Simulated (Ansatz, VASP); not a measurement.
One calculation of CuAu, two programs

The input INCAR:

```
SYSTEM = CuAu
ALGO = Normal
EDIFF = 1E-6
EDIFFG = -0.05
ENCUT = 600
GGA = CA
IBRION = 2
ISIF = 3
ISMEAR = 0
LASPH = .TRUE.
LCHARG = .FALSE.
LREAL = .FALSE.
LWAVE = .FALSE.
NELM = 100
NSW = 100
PREC = Accurate
SIGMA = 0.1
```

KPOINTS

```
k-points
0
G
  8 8 6
  0 0 0
```

File POSCAR:

```
CuAu
1.0
    2.8107494552      0.0000000000      0.0000000000
    0.0000000000      2.8107494552      0.0000000000
    0.0000000000      0.0000000000      3.6850000000
Cu Au
1 1
Direct
    0.5000000000      0.5000000000      0.5000000000
    0.0000000000      0.0000000000      0.0000000000
```

Input for Ansatz:

```yaml
crystal:
  lattice:
    - [2.8107494552, 0.0, 0.0]
    - [0.0, 2.8107494552, 0.0]
    - [0.0, 0.0, 3.685]
  atoms:
    - { symbol: Cu, position: [0.5, 0.5, 0.5] }
    - { symbol: Au, position: [0.0, 0.0, 0.0] }
basis:
  ecutwfc: 420
kpoints:
  mp_grid: { grid: [8, 8, 6] }
hamiltonian:
  xc: lda
scf:
  occupations: { method: gaussian, width: 0.1 }
output:
  forces: true
  stress: true
  eigenvalues: true
relax:
  adjacent_minimum: "off"
  f_tol: 0.05
  max_steps: 80
  cell: { stress_tol: 0.5 }
```

Alike in both runs: task relaxation of cell and atoms; functional LDA; k mesh 8 × 8 × 6; occupations gaussian, width 0.1 eV; no spin polarisation.

|  | VASP | Ansatz |
| --- | --- | --- |
| version | VASP 6.6.1 | Ansatz 0.2.0 |
| potentials or method | VASP PAW LDA potentials, release 64 (Cu, Au) | scalar-relativistic, plane waves, PAW |
| plane-wave cutoff (eV) | 600 | 420 |
| valence electrons in the cell | 22 | 38 |

```tsv
	VASP	Ansatz	Ansatz less VASP
gap on the k mesh at the Fermi level, each at its own relaxed structure (eV)	none	none	-
relaxed volume (Å³/atom)	13.85	13.80	-0.044
relaxed cell length with the largest relative difference (Å)	3.528	3.505	-0.0236
energy change over the relaxation (meV/atom)	-22	-25	-3.4
```

A gap of «none» marks a metal or a gap that the smearing closes. The two sets of potentials don't hold the same shells in valence.

 Spin-orbit coupling is left out, which matters for the levels of Au. Zero-point motion and thermal expansion aren't in these numbers.
